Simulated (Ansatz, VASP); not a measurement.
**Two plane-wave programs on Ta**

Contents of INCAR:

```
PREC = Accurate ; ENCUT = 600
EDIFF = 1E-6 ; ISMEAR = 0
SIGMA = 0.1 ; LREAL = F
LASPH = T ; NELM = 100
ALGO = Normal ; ISIF = 3
LWAVE = F ; LCHARG = F
GGA = PS ; IBRION = 2
NSW = 90 ; EDIFFG = -0.04
```

Contents of KPOINTS:

```
Automatic mesh
0
Gamma
  6 6 6
```

Contents of POSCAR:

```
Ta
1.0
    0.0000000000      2.3466304297      4.9915287756
    1.5707298968      0.0000000000      4.9915287756
    1.5707298968      2.3466304297      0.0000000000
Ta
2
Direct
    0.1353615392      0.1353615392      0.8646384608
    0.8646384608      0.8646384608      0.1353615392
```

Input for Ansatz:

```yaml
crystal:
  lattice:
    - [0.0, 2.3466304297, 4.9915287756]
    - [1.5707298968, 0.0, 4.9915287756]
    - [1.5707298968, 2.3466304297, 0.0]
  atoms:
    - { symbol: Ta, position: [0.1353615392, 0.1353615392, 0.8646384608] }
    - { symbol: Ta, position: [0.8646384608, 0.8646384608, 0.1353615392] }
basis:
  ecutwfc: 420
kpoints:
  mp_grid: { grid: [6, 6, 6] }
hamiltonian:
  xc: pbesol
scf:
  occupations: { method: gaussian, width: 0.1 }
  lower_state_search: "off"
output:
  forces: true
  stress: true
  eigenvalues: true
relax:
  adjacent_minimum: "off"
  f_tol: 0.04
  max_steps: 70
  cell: { stress_tol: 0.4 }
```

Alike in both runs: task relaxation of cell and atoms; functional PBEsol; k mesh 6 × 6 × 6; occupations gaussian, width 0.1 eV; no spin polarisation.

```csv
,VASP,Ansatz
version,VASP 6.6.1,Ansatz 0.2.0
potentials or method,"VASP PAW PBE potentials, release 64 (Ta_pv)","scalar-relativistic, plane waves, PAW"
plane-wave cutoff (eV),600,420
valence electrons in the cell,22,26
```

|  | VASP | Ansatz | Ansatz less VASP |
| --- | --- | --- | --- |
| gap on the k mesh at the Fermi level, each at its own relaxed structure (eV) | none | none | - |
| relaxed volume (Å³/atom) | 18.50 | 18.46 | -0.041 |
| relaxed cell length with the largest relative difference (Å) | 5.294 | 5.290 | -0.0041 |
| energy change over the relaxation (meV/atom) | -8 | -8 | +0.2 |

A gap of «none» marks a metal or a gap that the smearing closes. The two sets of potentials don't hold the same shells in valence.

Caveats: the k mesh is coarse (spacing up to 0.41 Å⁻¹), so the values aren't converged; the PAW data sets were made with another functional, which shifts forces and pressure a little (VASP). Spin-orbit coupling is left out, which matters for the levels of Ta.
